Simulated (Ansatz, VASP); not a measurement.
# Two plane-wave programs on Ba

```
Ba
1.0
     6.99607    0.00000    0.00000
    -3.49803    6.05877    0.00000
     0.00000    0.00000    3.90939
Ba
2
Direct
  0.33333 0.66667 0.50000
  0.66667 0.33333 0.50000
```

This isn't the form of Ba at room conditions, which is bcc.

Alike in both runs: task single point; functional PBE; k mesh 9 × 9 × 12; occupations gaussian, width 0.15 eV; no spin polarisation.

|  | VASP | Ansatz |
| --- | --- | --- |
| version | VASP 6.6.1 | Ansatz 0.2.0 |
| potentials or method | VASP PAW PBE potentials, release 64 (Ba_sv) | scalar-relativistic, plane waves, PAW |
| plane-wave cutoff (eV) | 520 | 420 |
| valence electrons in the cell | 20 | 20 |

|  | VASP | Ansatz | Ansatz less VASP |
| --- | --- | --- | --- |
| gap on the k mesh at the Fermi level (eV) | none | none | - |
| pressure (GPa) | 0.3 | 0.2 | -0.07 |
| largest component of the traceless stress (GPa) | 0.12 | 0.15 | +0.025 |

A gap of «none» marks a metal or a gap that the smearing closes. The functional is the same, so the differences come from potentials, cutoffs and numerics.

The runs have no spin-orbit coupling, so splittings on Ba are missing.
